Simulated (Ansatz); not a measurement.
Input and command of a plane-wave DFT calculation in Ansatz:

```yaml
crystal:
  lattice:
    - [0.0, 3.352, 3.352]
    - [3.352, 0.0, 3.352]
    - [3.352, 3.352, 0.0]
  atoms:
    - { symbol: Ti, position: [0.5, 0.5, 0.5], spin: -0.73 }
    - { symbol: Ti, position: [0.75, 0.75, 0.75], spin: -0.73 }
    - { symbol: Co, position: [0.125, 0.125, 0.125], spin: 1.71 }
    - { symbol: Co, position: [0.625, 0.125, 0.125], spin: 1.71 }
    - { symbol: Co, position: [0.125, 0.125, 0.625], spin: 1.71 }
    - { symbol: Co, position: [0.125, 0.625, 0.125], spin: 1.71 }
basis:
  ecutwfc: 500
kpoints:
  mp_grid: { grid: [10, 10, 10] }
hamiltonian:
  xc: r2scan
scf:
  occupations: { method: cold, width: 0.2 }
output:
  forces: true
  stress: true
  eigenvalues: true
  populations: true
magnetization:
  spin_polarized: true
```

```bash
ansatz run input.yaml --threads 1 --pin off --max-ram 2560MiB --backend cpu --events-out ev --progress --plain --runs-dir out
```

Processor: Oxide Virtual Turin-like Processor (Zen 5), 1 thread, on a host shared with other jobs.

Problem. Estimate time, memory and problem size.

Solution. About 68 s on 1 thread of Oxide Virtual Turin-like Processor (Zen 5), with other jobs on the host, peak memory 0.9 GiB. It solves 61 bands at 47 k points (the mesh reduced by symmetry) with about 1917 plane waves, in 24 SCF iterations.
